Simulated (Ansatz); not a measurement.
# Cd: a surface, (100), 3 layers

Aim: cut a slab of Cd (100), 3 layers from the relaxed bulk, relax it, and get surface energy and work function. The runs shown use PAW. Its runs: bulk cell relaxed (PAW); bulk in the slab's orientation (PAW); the reference run (PAW); atoms relaxed (PAW); vacuum of 13 Å (PAW).

Program: Ansatz 0.2.0. Level of theory: DFT, PBE, PAW with Ansatz's default frozen-core files, scalar-relativistic. These are calculated values, not measurements.

1 further run of the same task is left out (set aside as unsound or not needed). Runs told in other sessions of the task aren't counted.

### Step 1. The structure to begin with

Symmetry: Im-3m, No. 229, cubic system. Conventional cell: a = 3.589 Å, b = 3.589 Å, c = 3.589 Å, α = 90.00°, β = 90.00°, γ = 90.00°. Around Cd (site symmetry m-3m) lie 8 Cd at 3.11 Å.

Coordinates:

```cif
data_structure
_symmetry_space_group_name_H-M 'Im-3m'
_symmetry_Int_Tables_number 229
_cell_length_a 3.5885
_cell_length_b 3.5885
_cell_length_c 3.5885
_cell_angle_alpha 90.000
_cell_angle_beta 90.000
_cell_angle_gamma 90.000
_cell_volume 46.21
loop_
_atom_site_label
_atom_site_type_symbol
_atom_site_symmetry_multiplicity
_atom_site_Wyckoff_symbol
_atom_site_fract_x
_atom_site_fract_y
_atom_site_fract_z
_atom_site_occupancy
Cd1 Cd 2 a 0.00000 0.00000 0.00000 1
```

The file gives the conventional cell by its symmetry; the runs use the cell typed in the input.

### Step 2. Bulk cell relaxed, PAW

Contents of input.yaml:

```yaml
crystal:
  lattice:
    - [-1.7942719145, 1.7942719145, 1.7942719145]
    - [1.7942719145, -1.7942719145, 1.7942719145]
    - [1.7942719145, 1.7942719145, -1.7942719145]
  atoms:
    - { symbol: Cd, position: [0.0, 0.0, 0.0] }
kpoints:
  mp_grid: { grid: [17, 17, 17] }
scf:
  occupations: { method: fermi_dirac, width: 0.05 }
hamiltonian:
  xc: pbe
  pseudopotentials: { kind: paw }
output:
  forces: true
  stress: true
relax:
  f_tol: 0.005
  max_steps: 40
  cell: {}
```

Command:

```sh
$ ansatz run input.yaml --threads 1 --pin off --max-ram 3584MiB --backend cpu --events-out ev --progress --plain --runs-dir out
```

The runs that follow: Bulk in the slab's orientation, PAW; Slab as cut, PAW; Atoms relaxed, PAW; Vacuum of 13 Å, PAW.

Q: Predict the outcome of this session. Wanted: surface energy; work function; outer layer spacing.

As calculated:

```
                     quantity          value
surface energy (PAW, relaxed)      0.48 J/m²
 work function (PAW, relaxed)        4.07 eV
    outer layer spacing (PAW)  1.80 → 1.85 Å
```

**Reading.** By PAW the surface costs 0.48 J/m² as cut and 0.48 J/m² relaxed. The outermost spacing changes by +2.5 % (PAW). Vacuum of 13 Å moves the work function by less than 0.01 eV (PAW). Thickness wasn't converged, and no reconstruction was sought. The program warned that the vacuum holds more density than its bound, so energies and levels may be slightly off.
